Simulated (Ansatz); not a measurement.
# CuO (Cc) in Ansatz: settings compared, part 2 of 2

Ansatz 0.2.0. The steps go on from the part before.

### 4 Band structure, BLYP

input.yaml reads:

```yaml
crystal:
  lattice:
    - [2.34464976, -1.71339982, 0.0]
    - [2.34464976, 1.71339982, 0.0]
    - [-0.86054991, 0.0, 5.05943948]
  atoms:
    - { symbol: Cu, position: [0.0032, 0.4968, 0.0] }
    - { symbol: Cu, position: [0.4968, 0.0032, 0.5] }
    - { symbol: O, position: [0.5714, 0.4056, 0.2537] }
    - { symbol: O, position: [0.4056, 0.5714, 0.7537] }
hamiltonian:
  xc: blyp
  pseudopotentials: { kind: paw }
kpoints:
  mp_grid: { grid: [10, 10, 5] }
  band_path:
    path:
      - [[0.0, 0.0, 0.0], [-0.5, -0.5, 0.0], [-0.5249461988, -0.5249461988, 0.3256423996], [-0.5, -0.5, 0.5], [-0.6336779992, -0.3663220008, 0.5]]
      - [[-0.3663220008, 0.3663220008, 0.5], [0.0, 0.0, 0.5], [-0.4750538012, -0.4750538012, 0.6743576004]]
      - [[-0.5, -0.5, 0.0], [-0.612631459, -0.387368541, 0.0]]
      - [[-0.387368541, 0.387368541, 0.0], [0.0, 0.0, 0.0], [-0.5, 0.0, 0.0]]
      - [[-0.5, 0.0, 0.5], [0.0, 0.0, 0.0]]
    npoints: 14
scf:
  occupations: { method: fermi_dirac, width: 0.05 }
  n_extra_bands: 10
output:
  forces: true
  stress: true
  eigenvalues: true
  fatbands: true
```

Potentials or basis: Ansatz PAW.

Started as:

```
$ ansatz run input.yaml --threads 2 --pin off --max-ram 5632MiB --backend cpu --events-out ev --progress --plain --runs-dir out
```

Log:

```text
Warning: RAYON_NUM_THREADS=2 ignored (pool sized by the plan → 2); use --threads N
scf.n_extra_bands = 10 over 25 filled bands (N_el = 50.0): the run solves 35 bands
Engine: ansatz 0.2.0, aarch64-unknown-linux-gnu
Pseudopotentials: kind: paw
Pseudopotential: Cu, paw, valence charge 19, recommended cutoff 420 eV (normal), Cu.paw.azcp
Pseudopotential: O, paw, valence charge 6, recommended cutoff 420 eV (normal), O.paw.azcp
Functional definition: BLYP
  parameter beta = 0.0042
  parameter a = 0.04918
  parameter b = 0.132
  parameter c = 0.2533
  parameter d = 0.349
  exchange = b88_x(beta = beta)
  correlation = lyp_c(a = a, b = b, c = c, d = d)
Crystal: 4 atoms, lattice volume = 40.651 Å³
Basis set: ecut = 420 eV, 789 PW (Γ), exchange–correlation on 40×40×72 points (8 copies of the dense FFT grid, shifted against one another)
Bands: 35, of which v1, the nominal top of the filled ones, is band 25 counted from 1 (24 counted from 0)
Symmetry: 2 space group operations
Space group: Cc (ITA 9), of the structure as read, at distance tolerance 3.4e-5 Å
k-points: 141 of 500 (time reversal used)
Non-local potential: Cu, projectors of the file, l = 0: 3, l = 1: 2, l = 2: 3, l = 3: 1
Non-local potential: O, projectors of the file, l = 0: 2, l = 1: 2, l = 2: 1
PAW form: soft (Blöchl's): semilocal exchange-correlation on the pseudo side does not see the compensation charge
PAW frozen core: Cu, regenerated for the run's functional, and the local potential with it (the file was generated under x = pbe(κ = 0.804, μ = 0.2195149727645171), c = pbe(β = 0.06672455060314922))
PAW frozen core: O, regenerated for the run's functional, and the local potential with it (the file was generated under x = pbe(κ = 0.804, μ = 0.2195149727645171), c = pbe(β = 0.06672455060314922))
PAW one-centre angular grid: Cu, 590 points (default); XC on 64 Gauss nodes
PAW one-centre angular grid: O, 110 points (default); XC on 64 Gauss nodes
Initial density: superposition of atomic densities (neutral atoms: chi_scale 0, normalization atom), corrected by the library's trained network
Initial wavefunctions: pseudopotential atomic-orbital guess
Functional: x = b88, c = lyp
SCF iter   1: F=—  HF=-14404.488787 eV  |F-HF|=—  |Δ(HF+E_count)|=         —  Δρ=2.06e-2  dr2=1.21e-1  ethr=1.77e-3  ⟨swp⟩=5.5  Hψ=18729  notcnv=0  defer=76
preconditioner: auto → Kerker (q_TF=auto, 2.824 Å⁻¹)  [metal: Δε(μ)=0.019 eV  Ē_g=15.900 eV  σ=0.050 eV  W_gap=0.09  n_scr=20 (ndim 8)  ℏωp=34.0 eV  f_vac=0.000  D(μ)=2.39/eV (n_scr^D=26)]
SCF iter   2: F=—  HF=-14404.465081 eV  |F-HF|=—  |Δ(HF+E_count)|=   2.37e-2  Δρ=9.38e-3  dr2=2.92e-2  ethr=2.42e-4  ⟨swp⟩=2.0  Hψ=6898  notcnv=0  defer=475
SCF iter   3: F=—  HF=-14404.458804 eV  |F-HF|=—  |Δ(HF+E_count)|=   6.28e-3  Δρ=1.90e-3  dr2=1.42e-3  ethr=5.83e-5  ⟨swp⟩=2.0  Hψ=7348  notcnv=0  defer=475
SCF iter   4: F=—  HF=-14404.458621 eV  |F-HF|=—  |Δ(HF+E_count)|=   1.83e-4  Δρ=1.11e-3  dr2=3.84e-4  ethr=2.84e-6  ⟨swp⟩=2.1  Hψ=6468  notcnv=0  defer=475
SCF iter   5: F=—  HF=-14404.458618 eV  |F-HF|=—  |Δ(HF+E_count)|=   3.29e-6  Δρ=2.09e-4  dr2=1.50e-5  ethr=7.68e-7  ⟨swp⟩=2.5  Hψ=6516  notcnv=0  defer=475
SCF iter   6: F=—  HF=-14404.458626 eV  |F-HF|=—  |Δ(HF+E_count)|=   7.59e-6  Δρ=4.66e-5  dr2=5.31e-7  ethr=3.00e-8  ⟨swp⟩=2.0  Hψ=6407  notcnv=0  defer=475
SCF iter   7: F=—  HF=-14404.458626 eV  |F-HF|=—  |Δ(HF+E_count)|=   4.41e-7  Δρ=1.99e-5  dr2=1.42e-7  ethr=2.00e-10  ⟨swp⟩=8.0  Hψ=24004  notcnv=0
SCF iter   8: F=-14404.458626 eV  HF=-14404.458626 eV  |F-HF|=8.62e-9  |Δ(HF+E_count)|=   3.20e-8  Δρ=3.62e-6  dr2=5.03e-9  ethr=2.00e-10  ⟨swp⟩=4.7  Hψ=17174  notcnv=0
SCF 1 converged in 8 iterations: F = -14404.458626 eV  dr2 = 5.03e-9
NSCF: frozen V_eff on 145 k-points
SCF converged after 8 iterations
Free energy (F): -14404.458626 eV
Harris-Foulkes:  -14404.458626 eV  (|F-HF|=8.62e-9)
Internal energy: -14404.439593 eV  (E = F + TS)
E sigma→0 (E₀):  -14404.449109 eV
Entropy (-TS):   -0.019033 eV (-4.758 meV/atom)
Fermi energy:    12.515345 eV
--- Per-component energies (eV) ---
  E_band       = -839.254530
  E_kinetic    = 945.319599
  E_local      = -9673.443931  (includes V_loc(G=0)·N_el)
  E_nonlocal   = 869.637575
  E_hartree    = 4199.163975
  E_xc         = -320.701338
  E_vxc        = -410.389882  (∫ρ·V_xc dr)
  E_paw        = -3667.590955  (= ΣΔE_a)
  E_vpaw       = -968.707575  (= ΣTr[D̂ρ^β])
  E_aug_tail   = 0.005514  (compensation charges beyond the density's cutoff)
  E_ewald      = -6756.836478
  E_core_change = 0.006447  (= ΣΔE_core)
  E_smearing   = -0.019033  (= −TS)
  E_closure    = -0.000000  (closes the sum)
  Σ components = -14404.458626   (vs F -14404.458626, Δ=0.00e0)
--- Forces (eV/Å), atoms counted from 1 ---
  atom   1  Cu    -0.64459033     0.35769228     0.25082966
  atom   2  Cu    -0.64459033    -0.35769228     0.25082966
  atom   3  O      0.64458738     0.27244073    -0.25082750
  atom   4  O      0.64458738    -0.27244073    -0.25082750
  max |Σ_I F_I| component: 5.91e-6 eV/Å
--- Stress (GPa, compression-positive) ---
       12.079402       0.000000      -1.916213
        0.000000      12.970106       0.000000
       -1.916218       0.000000      12.157739
  P = ⅓ Tr σ = 12.4024 GPa (124.024 kbar)
--- Band table (eV; the first three rows and the last of 141) ---
  k-point 0: bands = ["-99.9200", "-99.9193", "-57.5436", "-57.5432", "-57.5182", "-57.5091", "-57.1035", "-57.1031", "-7.3303", "-6.0188", "4.4386", "6.9654", "7.3197", "9.1060", "9.2015", "9.2769", "9.4339", "9.7263", "9.8168", "9.9537", "10.1587", "10.2471", "10.3376", "10.7983", "12.7166", "13.4221", "14.3344", "18.8066", "20.6395", "25.8690", "28.4082", "29.1335", "29.4075", "29.5999", "30.4582"]
  k-point 1: bands = ["-99.9199", "-99.9194", "-57.5436", "-57.5433", "-57.5173", "-57.5100", "-57.1035", "-57.1031", "-7.2241", "-6.1688", "4.8071", "7.0496", "7.3410", "8.5025", "8.8827", "8.9654", "9.5328", "9.6690", "9.9493", "10.0129", "10.2043", "10.3901", "10.6409", "10.7103", "12.6837", "13.2761", "14.8612", "18.1616", "21.5566", "25.9239", "27.8464", "27.8660", "29.5122", "29.7705", "30.9958"]
  k-point 2: bands = ["-99.9198", "-99.9196", "-57.5435", "-57.5433", "-57.5151", "-57.5123", "-57.1034", "-57.1032", "-6.9308", "-6.5311", "5.7961", "7.0537", "7.2681", "7.5340", "8.4821", "8.5188", "9.6807", "9.7548", "10.0417", "10.0749", "10.1688", "10.3605", "10.8834", "11.0023", "12.6615", "12.9252", "15.9616", "17.1098", "23.3162", "25.2785", "26.6944", "27.1277", "29.7086", "29.9374", "30.9540"]
  k-point 140: bands = ["-99.9184", "-99.9183", "-57.5571", "-57.5560", "-57.5134", "-57.5116", "-57.1120", "-57.1111", "-5.9530", "-5.8476", "5.7342", "6.2353", "6.8979", "6.9559", "7.3606", "7.7383", "9.6480", "9.9267", "10.1886", "10.2058", "10.7454", "10.7479", "11.1280", "11.2389", "11.8312", "12.4885", "17.3227", "18.4419", "21.1527", "21.8104", "25.4785", "25.5666", "28.3398", "28.4893", "28.6892"]
```

Wall time 19 s (2 threads of Arm Neoverse V2, shared host); peak memory 0.4 GiB.

What came out:

| Item | Value |
| --- | --- |
| Free energy | -14404.4586 eV |
| Pressure | 12.4 GPa |
| Largest force | 0.779 eV/Å |
| Band gap on the k mesh | none (metal or under the smearing width) |

Forces in eV/Å, atoms in the order of the input:
```
Cu  -0.645  0.358  0.251
Cu  -0.645 -0.358  0.251
O    0.645  0.272 -0.251
O    0.645 -0.272 -0.251
```

Stress tensor (GPa, compression positive):
```
12.08  0.00 -1.92
 0.00 12.97  0.00
-1.92  0.00 12.16
```

Levels at the corners of the path, in eV from the Fermi level:
```
point  band 23  band 24  band 25  band 26  band 27  band 28
    Γ    -2.18    -1.72     0.20     0.91     1.82     6.29
    Y    -1.67    -1.27    -0.69     1.05     3.55     7.03
    F    -1.38    -1.35    -0.67     0.20     4.41     6.22
    L    -1.34    -1.34    -0.40    -0.40     5.35     5.35
    I    -1.53    -1.53    -0.28    -0.28     5.95     5.95
   I1    -1.53    -1.53    -0.28    -0.28     5.95     5.95
    Z    -1.51    -1.51     0.24     0.24     4.03     4.03
   F1    -1.38    -1.35    -0.67     0.20     4.41     6.22
    Y    -1.67    -1.27    -0.69     1.05     3.55     7.03
   X1    -1.43    -1.36    -1.32     0.88     5.01     7.23
    X    -1.43    -1.36    -1.32     0.88     5.01     7.23
    Γ    -2.18    -1.72     0.20     0.91     1.82     6.29
    N    -1.53    -1.44    -0.03     0.29     4.97     6.41
    M    -1.76    -1.65    -0.12     0.72     5.27     6.48
    Γ    -2.18    -1.72     0.20     0.91     1.82     6.29
```

Caveat: the pressure holds a Pulay correction of +0.9 GPa for the finite cutoff; the run has no spin polarisation, though such a crystal can be magnetic; semilocal functionals often make such compounds metallic where correlation or magnetic order opens a gap, which also shifts bond lengths; the PAW data sets come from PBE, with cores solved anew for the run's functional, which leaves a small shift of forces and pressure. With open d or f shells a metallic result of BLYP can be an artefact of self-interaction; +U or a hybrid may open a gap.

### 5 The runs side by side

```tsv
task	level	points for each segment of the path	gap on the mesh (eV)	pressure (GPa)	largest force (eV/Å)
band structure	LDA	14	none	-9.6	0.79
density of states	PBEsol	-	none	-2.7	0.76
band structure	BLYP	14	none	12.4	0.78
```

Alike in all rows: potentials or basis Ansatz PAW; no spin polarisation; cell as given; k mesh 10 × 10 × 5; cutoff (eV) 420; smearing fermi-dirac 0.05 eV.

Every run on the cell as given and a fine mesh finds a metal. The pressure there spans -9.6 GPa (LDA) to 12.4 GPa (BLYP); a positive pressure means that this level wants a larger cell, a negative one a smaller.

Caveats: the run has no spin polarisation, though such a crystal can be magnetic; semilocal functionals often make such compounds metallic where correlation or magnetic order opens a gap, which also shifts bond lengths; the PAW data sets come from PBE, with cores solved anew for the run's functional, which leaves a small shift of forces and pressure.

Absolute energies hang on the potentials; compare differences alone.
